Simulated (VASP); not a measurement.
Input of a VASP 6.6.1 run:

Contents of INCAR:

```
SYSTEM = C
ALGO = Normal
EDIFF = 1E-6
EDIFFG = -0.01
ENCUT = 600
GGA = PE
IBRION = 2
ISIF = 3
ISMEAR = 0
LASPH = .TRUE.
LCHARG = .FALSE.
LREAL = .FALSE.
LWAVE = .FALSE.
NELM = 80
NSW = 100
PREC = Accurate
SIGMA = 0.02
```

KPOINTS

```
k-points
0
G
  6 6 20
  0 0 0
```

POSCAR

```
C
1.0
    7.6220420799      0.0000000000      0.0000000000
   -3.8110210399      6.6008820699      0.0000000000
    0.0000000000      0.0000000000      1.2821875425
C
3
Direct
    0.0000000000      0.0000000000      0.0000000000
    0.3333333333      0.6666666667      0.5000000000
    0.6666666667      0.3333333333      0.5000000000
```

Potentials or basis: VASP PAW PBE potentials, release 64 (C).

Run with:

```sh
$ cat potpaw_PBE.64/C/POTCAR > POTCAR
$ mpirun -np 1 vasp_std > vasp.out
```

(1) What does it give for the relaxed volume?

(2) Estimate the band gap on the k mesh.

(3) Predict the space group after relaxing (to 0.05 Å).

(4) Estimate the relaxed cell.

Results:

(1) 14.29 Å³/atom.

(2) none (metal or under the smearing width).

(3) P6/mmm (No. 191).

(4) a = 6.212 Å, b = 6.212 Å, c = 1.283 Å, α = 90.00°, β = 90.00°, γ = 120.00°.

Caveat: the volume moved by over 15 % at a fixed basis, so the end points are rough.
